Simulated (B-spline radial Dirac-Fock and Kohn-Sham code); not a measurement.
## The In-like isoelectronic sequence (49 electrons), Z = 49 to 59

Level of theory: ΔSCF Dirac-Fock with Breit, self-energy and vacuum polarisation, finite nucleus, configuration average; a radial B-spline solver. Binding energies in eV, tabulated ground configurations ([Kr] 4d10 5s2 5p1 throughout). Correlation and solid-state effects are left out.

```
  ion      2s   3p3/2     5s  outermost level  NIST ionisation energy
   In  4252.6   675.3  10.22        5.13 (5p)                5.786356
  Sn⁺  4488.7   734.3  20.43       13.64 (5p)                14.63307
 Sb²⁺  4734.1   797.3  32.47       24.04 (5p)                 25.3235
 Te³⁺  4988.6   864.0  46.12       36.04 (5p)                 37.4155
  I⁴⁺  5252.1   934.3  61.25       49.53 (5p)            51.52 ± 0.04
 Xe⁵⁺  5524.6  1008.2  77.80       64.43 (5p)          66.703 ± 0.007
 Cs⁶⁺  5806.1  1085.4  95.72       80.67 (5p)                82.9 ± 2
 Ba⁷⁺  6096.7  1166.0  115.0       98.23 (5p)               101 ± 2.1
 La⁸⁺       ?       ?      ?                ?                       ?
 Ce⁹⁺  6705.4  1337.3  157.5       137.2 (5p)               140 ± 2.2
Pr¹⁰⁺  7023.6  1427.8  180.7       158.5 (5p)               162 ± 2.4
```

**Question.** Fill in the row of La⁸⁺.

**Answer.** 2s 6396.4, 3p3/2 1250.0, 5s 135.6, outermost 117.1 (5p), NIST 119 ± 2.2 eV.

NIST's values are for the lowest levels; a dash marks a value that is missing or belongs to another shell. Their kind here: measured, theoretical. Where a p, d or f shell is open in either ion the computed value averages over both j values and all terms, while the table refers to the lowest levels; that difference holds spin-orbit splitting (largest in heavy or highly charged ions), term energies where several electrons share open shells, and correlation, and it can reach 10 % or more.
